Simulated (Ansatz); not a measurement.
## A vibration from a frozen displacement in NiGe

All numbers below come from DFT PBE, scalar-relativistic, plane waves, PAW (Ansatz 0.2.0). The runs took a 420 eV cutoff, a Γ-centred 8×12×8 mesh and Gaussian smearing (0.15 eV). No spin polarisation. A magnetic state may lie lower. Energies are free energies at this smearing, counted from the undisturbed cell; pressure is positive in compression.

Reference structure (relaxed at this level):

```
CELL_PARAMETERS angstrom
5.39666 0.00000 0.00000
0.00000 3.48088 0.00000
0.00000 0.00000 5.84608
ATOMIC_POSITIONS crystal
Ni 0.99428 0.75000 0.19018
Ni 0.00572 0.25000 0.80982
Ni 0.50572 0.25000 0.69018
Ni 0.49428 0.75000 0.30982
Ge 0.81033 0.75000 0.58743
Ge 0.18967 0.25000 0.41257
Ge 0.68967 0.25000 0.08743
Ge 0.31033 0.75000 0.91257
```

Every Ni atom is moved by x along the Cartesian unit vector (1.000, 0.000, 0.000); the cell and all other atoms stay fixed. The cell's volume is 109.82 Å³; the moved atoms weigh 234.774 u together and the others 290.520 u.

| x (Å) | ΔE (meV/cell) | total force on the moved atoms along the move (eV/Å) | pressure (GPa) |
| --- | --- | --- | --- |
| -0.1000 | 124.96 | 2.5020 | 0.6354 |
| -0.0500 | 31.21 | 1.2490 | 0.1416 |
| 0.0000 | 0.00 | 0.0000 | -0.0232 |
| 0.0750 | 70.26 | -1.8746 | 0.3475 |

Problem. What frequency belongs to this motion?

Solution. The force constant is k = −dF/dx = 24.986 eV/Å², from the parabola through x = -0.0500, 0 and 0.0750. In every cell the moved atoms swing against the rest, so the mass is μ = m₁m₂/(m₁ + m₂) = 129.844 u, and ν̃ = 521.5 cm⁻¹ × √(|k|/μ) = 229 cm⁻¹. The pattern needn't be a normal mode: ν̃² is then a weighted mean of the squared nonzero frequencies at the zone centre of this cell, so it lies between the lowest and the highest of them.

Problem. How far does the harmonic law reach?

Solution. At x = -0.100 Å, kx²/2 = 124.93 meV against the computed 124.96 meV (+0.0 %): the well is still close to harmonic there.

In a metal these slopes depend on the k mesh and the smearing.

Cost: 4 runs of about 18 core-minutes in all, on AMD EPYC (Zen 3) (shared hosts).